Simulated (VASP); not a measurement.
# Si (I4_1/amd) in VASP: phonons with PBE

Aim: the phonons of Si with PBE.

All numbers are computed with VASP 6.6.1; they aren't measurements. Logs are shortened: lines on timing, memory, paths and dates and some standing lists are left out, and cuts for length are marked.

**1. Starting point**

Symmetry: I4_1/amd, No. 141, tetragonal system. The conventional cell has a = 3.830 Å, b = 3.830 Å, c = 5.485 Å, α = 90.00°, β = 90.00°, γ = 90.00°. Si (site symmetry -4m2) is surrounded by 4 Si at 2.36 Å.

**2. Phonons, PBE**

Contents of POSCAR:

```
Si
1.0
    0.0000000000      2.7079424891      2.7426550000
    2.7079424891      0.0000000000      2.7426550000
    2.7079424891      2.7079424891      0.0000000000
Si
2
Direct
    0.0000000000      0.0000000000      0.0000000000
    0.2500000000      0.2500000000      0.2500000000
```

Contents of INCAR.step1:

```
SYSTEM = Si
PREC = Accurate
ENCUT = 600
EDIFF = 1E-8
ISMEAR = 0
SIGMA = 0.01
LREAL = .FALSE.
LASPH = .TRUE.
NELM = 60
ALGO = Fast
ISIF = 3
LWAVE = .FALSE.
LCHARG = .FALSE.
GGA = PE
IBRION = 2
NSW = 40
EDIFFG = -0.002
```

Contents of INCAR.step2:

```
SYSTEM = Si
PREC = Accurate
ENCUT = 600
EDIFF = 1E-8
ISMEAR = 0
SIGMA = 0.01
LREAL = .FALSE.
LASPH = .TRUE.
NELM = 60
ALGO = Fast
ISIF = 2
LWAVE = .FALSE.
LCHARG = .FALSE.
GGA = PE
IBRION = 8
NSW = 1
```

Contents of KPOINTS:

```
regular mesh
0
G
  10 10 10
  0 0 0
```

Potentials or basis: VASP PAW PBE potentials, release 64 (Si).

Launch:

```console
$ cat potpaw_PBE.64/Si/POTCAR > POTCAR
$ cp INCAR.step1 INCAR
$ mpirun -np 1 vasp_std > vasp.out
$ cp CONTCAR POSCAR
$ cp INCAR.step2 INCAR
$ mpirun -np 1 vasp_std > vasp.out
```

OUTCAR:

```text
SYSTEM = Si
   PREC = Accurate
   ENCUT = 600
   EDIFF = 1E-8
   ISMEAR = 0
   LREAL = .FALSE.
   LASPH = .TRUE.
   NELM = 60
   ISIF = 2
   GGA = PE
   IBRION = 8
   NSW = 1

 ion  position               nearest neighbor table
   1  0.000  0.000  0.000-   2 2.37   2 2.37   2 2.37   2 2.37
   2  0.250  0.250  0.250-   1 2.37   1 2.37   1 2.37   1 2.37

  LATTYP: Found a body centered tetragonal cell.
 ALAT       =     3.8667394829
 C/A-ratio  =     1.4144262462

  Lattice vectors:

 A1 = (  -2.7341977095,   0.0000000000,   2.7346089059)
 A2 = (   2.7341977095,   0.0000000000,   2.7346089059)
 A3 = (   0.0000000000,   2.7341977095,  -2.7346089059)

Analysis of symmetry for initial positions (statically):
=====================================================================
 Subroutine PRICEL returns:
 Original cell was already a primitive cell.

 Routine SETGRP: Setting up the symmetry group for a
 body centered tetragonal supercell.

 Subroutine GETGRP returns: Found 16 space group operations
 (whereof  8 operations were pure point group operations)
 out of a pool of 16 trial point group operations.

The static configuration has the point symmetry D_2d.
 The point group associated with its full space group is D_4h.

Analysis of symmetry for dynamics (positions and initial velocities):
=====================================================================
 Subroutine PRICEL returns:
 Original cell was already a primitive cell.

 Routine SETGRP: Setting up the symmetry group for a
 body centered tetragonal supercell.

 Subroutine GETGRP returns: Found 16 space group operations
 (whereof  8 operations were pure point group operations)
 out of a pool of 16 trial point group operations.

The dynamic configuration has the point symmetry D_2d.
[... 432 lines left out ...]
  in kB        0.0812401      0.0812401     -0.0637753      0.0000000      0.0000000      0.0000000
  external PRESSURE =       0.0329016 kB  Pullay stress =       0.0000000 kB

 VOLUME and BASIS-vectors are now :
 -----------------------------------------------------------------------------
  energy-cutoff  :      600.00
  volume of cell :       40.89
      direct lattice vectors                 reciprocal lattice vectors
     0.000000000  2.734197709  2.734608906    -0.182869000  0.182869000  0.182841502
     2.734197709  0.000000000  2.734608906     0.182869000 -0.182869000  0.182841502
     2.734197709  2.734197709  0.000000000     0.182869000  0.182869000 -0.182841502

 POSITION                                       TOTAL-FORCE (eV/Angst)
 -----------------------------------------------------------------------------------
      0.00000      0.00000      0.00000         0.000000      0.000000     -0.000000
      1.36710      1.36710      1.36730         0.000000      0.000000      0.000000
 -----------------------------------------------------------------------------------
    total drift:                               -0.000000      0.000000      0.000000

  FREE ENERGIE OF THE ION-ELECTRON SYSTEM (eV)
  ---------------------------------------------------
  free  energy   TOTEN  =       -10.8493343807 eV

  energy  without entropy=      -10.8493343807  energy(sigma->0) =      -10.84933438

[... ionic steps 2 to 3 ...]

--------------------------------------- Ionic step        4  -------------------------------------------

------------------------ aborting loop because EDIFF is reached ----------------------------------------

[... ionic steps 5 to 5 ...]

--------------------------------------- Ionic step        6  -------------------------------------------

 Free energy of the ion-electron system (eV)
  ---------------------------------------------------
  ---------------------------------------------------
  free energy    TOTEN  =        -0.01737287 eV

  energy without entropy =       -0.01737287

------------------------ aborting loop because EDIFF is reached ----------------------------------------

 INTERNAL STRAIN TENSOR  FOR ION    1  DIRECTION 3   (eV/Angst):
 -----------------------------------------------------------------------------
     0.00189  8.78393  0.00000
     8.78393  0.00189  0.00000
     0.00000  0.00000  0.00244

 INTERNAL STRAIN TENSOR FOR ION    2 for displacements in x,y,z  (eV/Angst):
          X           Y           Z          XY          YZ          ZX
  --------------------------------------------------------------------------------
  x     0.00000     0.00000     0.00000     0.00000    -8.83148     0.00000
  y     0.00000     0.00000     0.00000     0.00000     0.00000    -8.57454
  z     0.00000     0.00000     0.00000    -8.78393     0.00000     0.00000

 SECOND DERIVATIVES (NOT SYMMETRIZED)
 ------------------------------------
               1X          1Y          1Z          2X          2Y          2Z
  1X   -13.047772    0.000000    0.000000   13.047772    0.000000    0.000000
  1Y     0.000000  -13.047772    0.000000    0.000000   13.047772    0.000000
  1Z     0.000000    0.000000  -13.043953    0.000000    0.000000   13.043953
  2X    13.047772    0.000000    0.000000  -13.047772    0.000000    0.000000
  2Y     0.000000   13.047772    0.000000    0.000000  -13.047772    0.000000
  2Z     0.000000    0.000000   13.043953    0.000000    0.000000  -13.043953

 Eigenvectors and eigenvalues of the dynamical matrix
 ----------------------------------------------------

   1 f  =   15.069426 THz    94.683993 2PiTHz  502.661929 cm-1    62.322108 meV
             X         Y         Z           dx          dy          dz
      0.000000  0.000000  0.000000    -0.000000   -0.707107   -0.000000
      1.367099  1.367099  1.367304     0.000000    0.707107    0.000000
[... 21 lines left out ...]
   6 f/i=    0.000000 THz     0.000001 2PiTHz    0.000007 cm-1     0.000001 meV
             X         Y         Z           dx          dy          dz
      0.000000  0.000000  0.000000    -0.124831   -0.649561   -0.249975
      1.367099  1.367099  1.367304    -0.124831   -0.649561   -0.249975

--------------------------------------------------------------------------------------------------------

 ELASTIC MODULI CONTR FROM IONIC RELAXATION (kBar)
 Direction    XX          YY          ZZ          XY          YZ          ZX
 --------------------------------------------------------------------------------
 XX           0.0000      0.0000      0.0000      0.0000      0.0000      0.0000
 YY           0.0000      0.0000      0.0000      0.0000      0.0000      0.0000
 ZZ           0.0000      0.0000      0.0000      0.0000      0.0000      0.0000
 XY           0.0000      0.0000      0.0000   -231.7894     -0.0000      0.0000
 YZ           0.0000      0.0000      0.0000     -0.0000   -234.2375     -0.0000
 ZX           0.0000      0.0000      0.0000      0.0000     -0.0000   -220.8059
 --------------------------------------------------------------------------------
```

Run time: 2.2 min. Hardware: 1 thread of Intel Xeon 6975P-C (Granite Rapids), shared host; peak memory 0.36 GiB.

Results:

```yaml
Relaxed_volume: 20.44 Å³/atom
Relaxed_cell: a = 3.867 Å, b = 3.867 Å, c = 3.867 Å, α = 60.00°, β = 60.00°, γ = 60.00°
Space_group_after_relaxing_to_0.05_Å: Fd-3m (No. 227)
Highest_phonon_frequency_at_Γ: 503 cm⁻¹
```

Step by step:
```
step  energy change (eV)  largest force (eV/Å)  pressure (GPa)  volume (Å³)
   1              0.0000                0.0000            1.51        40.22
   2             -0.0028                0.0000           -0.94        41.33
   3             -0.0039                0.0000           -0.13        40.95
   4             -0.0043                0.0000           -0.05        40.91
   5             -0.0044                0.0000            0.00        40.89
```

Final structure:
```cif
data_structure
_symmetry_space_group_name_H-M 'P 1'
_symmetry_Int_Tables_number 1
_cell_length_a 3.8670
_cell_length_b 3.8670
_cell_length_c 3.8667
_cell_angle_alpha 60.002
_cell_angle_beta 60.002
_cell_angle_gamma 59.995
_cell_volume 40.89
loop_
_atom_site_label
_atom_site_type_symbol
_atom_site_fract_x
_atom_site_fract_y
_atom_site_fract_z
_atom_site_occupancy
Si1 Si 0.00000 0.00000 0.00000 1
Si2 Si 0.25000 0.25000 0.25000 1
```

Phonon frequencies in cm⁻¹ (negative: imaginary):
```tsv
q point	frequencies
(0.000, 0.000, 0.000)	0 0 0 503 503 503
```
